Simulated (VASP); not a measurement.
## VASP 6.6.1 run: BN

INCAR

```
GGA = PE
EDIFF = 1E-7
LCHARG = .FALSE.
IBRION = -1
LWAVE = .FALSE.
NBANDS = 9
NELM = 81
LREAL = .FALSE.
LASPH = .TRUE.
SIGMA = 0.02
PREC = Accurate
ISMEAR = -1
ISIF = 2
NSW = 0
ENCUT = 520
```

KPOINTS

```
KPOINTS created by Atomic Simulation Environment
0
Gamma
12 12 6
0 0 0
```

POSCAR

```
B  N
 1.0000000000000000
     2.5821092527000000    0.0000000000293005    0.0000000000000000
    -1.2910546263750000    2.2031253281853500    0.0000000000000000
     0.0000000000000000    0.0000000000000000    4.2078153384999997
 B   N
   2   2
Cartesian
 -0.0000000000166780  1.4697206491773263  0.0007465638077173
  1.2910546263416778  0.7334046790373242  2.1046542330577171
 -0.0000000000166361  1.4660538675610773  1.5771841881297826
  1.2910546263416358  0.7370714606535732  3.6810918573797822
```

The recommended PBE PAW datasets give the neutral cell 16 valence electrons.

Command

```
mpirun -np 1 vasp_std
```

OSZICAR

```
N       E                     dE             d eps       ncg     rms          rms(c)
DAV:   1     0.696074443676E+02    0.69607E+02   -0.90900E+03  3096   0.173E+03
DAV:   2    -0.348385753739E+02   -0.10445E+03   -0.10040E+03  5155   0.320E+02
DAV:   3    -0.367136776807E+02   -0.18751E+01   -0.18720E+01  3438   0.546E+01
DAV:   4    -0.367294002655E+02   -0.15723E-01   -0.15709E-01  3557   0.451E+00
DAV:   5    -0.367296404685E+02   -0.24020E-03   -0.24001E-03  3390   0.543E-01    0.939E+00
DAV:   6    -0.349886626660E+02    0.17410E+01   -0.63488E+00  3291   0.241E+01    0.457E+00
DAV:   7    -0.348535883065E+02    0.13507E+00   -0.20882E-01  3484   0.593E+00    0.266E+00
DAV:   8    -0.348239821826E+02    0.29606E-01   -0.83693E-02  3387   0.333E+00    0.202E-01
DAV:   9    -0.348236047626E+02    0.37742E-03   -0.15069E-03  3546   0.511E-01    0.112E-01
DAV:  10    -0.348238062469E+02   -0.20148E-03   -0.46567E-04  3276   0.259E-01    0.258E-02
DAV:  11    -0.348238100162E+02   -0.37693E-05   -0.81484E-05  3401   0.886E-02    0.129E-02
DAV:  12    -0.348238116950E+02   -0.16788E-05   -0.11098E-05  3315   0.391E-02    0.229E-03
DAV:  13    -0.348238118423E+02   -0.14735E-06   -0.21328E-07  2015   0.664E-03    0.429E-04
DAV:  14    -0.348238118406E+02    0.17349E-08   -0.53388E-08  1787   0.256E-03
   1 F= -.34823812E+02 E0= -.34823812E+02  d E =-.889515E-11
```

From OUTCAR

```
k-points           NKPTS =    172   k-points in BZ     NKDIM =    172   number of bands    NBANDS=      9

   NELECT =      16.0000    total number of electrons

   dimension x,y,z NGX =    20 NGY =   20 NGZ =   32
   dimension x,y,z NGXF=    40 NGYF=   40 NGZF=   64

  energy-cutoff  :      520.00
  volume of cell :       23.94
      direct lattice vectors                 reciprocal lattice vectors
     2.582109253  0.000000000  0.000000000     0.387280282  0.226950321  0.000000000
    -1.291054626  2.203125328  0.000000000    -0.000000000  0.453900642  0.000000000
     0.000000000  0.000000000  4.207815338     0.000000000  0.000000000  0.237653015

 k-points in reciprocal lattice and weights: KPOINTS created by Atomic Simulation Env
   0.00000000  0.00000000  0.00000000       0.001
   0.08333333  0.00000000  0.00000000       0.005
   0.16666667 -0.00000000  0.00000000       0.005
   0.25000000  0.00000000  0.00000000       0.005
   0.33333333  0.00000000  0.00000000       0.005
   0.41666667  0.00000000  0.00000000       0.005
   0.50000000  0.00000000  0.00000000       0.002
  -0.00000000  0.08333333  0.00000000       0.002
   ...

 E-fermi :   7.8081

 k-point     1 :       0.0000    0.0000    0.0000
  band No.  band energies     occupation
      1     -12.8595      2.00000
      2      -8.7009      2.00000
      3      -3.3824      2.00000
      4       5.1792      2.00000
      5       5.3008      2.00000
      6       7.1538      2.00000
      7       7.3436      2.00000
      8       7.4392      2.00000
      9      15.5741      0.00000

 k-point     2 :       0.0833    0.0000    0.0000
  band No.  band energies     occupation
      1     -12.7119      2.00000
      2      -8.5895      2.00000
      3      -3.2363      2.00000
      4       4.5165      2.00000
      5       5.0028      2.00000
      6       6.7936      2.00000
      7       7.0032      2.00000
      8       7.2687      2.00000
      9      15.4275      0.00000

 k-point     3 :       0.1667   -0.0000    0.0000
  band No.  band energies     occupation
      1     -12.2741      2.00000
      2      -8.2715      2.00000
      3      -2.8035      2.00000
      4       2.8723      2.00000
      5       4.3622      2.00000
      6       5.4011      2.00000
      7       6.5389      2.00000
      8       6.8584      2.00000
      9      15.0766      0.00000

 k-point     4 :       0.2500    0.0000    0.0000
  band No.  band energies     occupation
      1     -11.5636      2.00000
      2      -7.8109      2.00000
      3      -2.1047      2.00000
      4       0.9379      2.00000
      5       3.6435      2.00000
      6       3.6649      2.00000
      7       5.7792      2.00000
      8       6.3302      2.00000
      9      14.6879      0.00000

 k-point     5 :       0.3333    0.0000    0.0000
  band No.  band energies     occupation
      1     -10.6224      2.00000
      2      -7.3758      2.00000
      3      -1.1989      2.00000
      4      -0.7691      2.00000
      5       1.9307      2.00000
      6       3.0422      2.00000
      7       4.7614      2.00000
      8       5.8465      2.00000
      9      14.3743      0.00000

 ...

  Total       -1.3070450      0.4372308      0.5749779     -0.0000000      0.0000000      0.0000000
  in kB      -87.4844041     29.2651570     38.4849763     -0.0000000      0.0000000      0.0000000
  external PRESSURE =      -6.5780903 kB  Pullay stress =       0.0000000 kB

 POSITION                                       TOTAL-FORCE (eV/Angst)
 -----------------------------------------------------------------------------------
     -0.00000      1.46972      0.00075         0.000000     -0.013926     -0.002587
      1.29105      0.73340      2.10465        -0.000000      0.013926     -0.002587
     -0.00000      1.46605      1.57718         0.000000     -0.012196      0.002587
      1.29105      0.73707      3.68109        -0.000000      0.012196      0.002587
 -----------------------------------------------------------------------------------
    total drift:                               -0.000000     -0.000000      0.000027

  FREE ENERGIE OF THE ION-ELECTRON SYSTEM (eV)
  ---------------------------------------------------
  free  energy   TOTEN  =       -34.8238118406 eV

  energy  without entropy=      -34.8238118406  energy(sigma->0) =      -34.82381184
```

It converged. Results: gap between bands v and c on the k mesh 5.19 eV; least direct gap on the k mesh 8.13 eV; pressure -0.7 GPa; largest force 0.01 eV/Å. Band v is the last that the valence electrons fill when counted band by band, and c is the next.

For comparison, a separate PBE run of the intended cell, on usual settings and not on those above, gives a gap of 5.19 eV on its mesh and a pressure of -0.7 GPa.

The run above took about 31 s on one core of a shared host (Intel Xeon Platinum 8488C) and held 0.16 GiB at most.
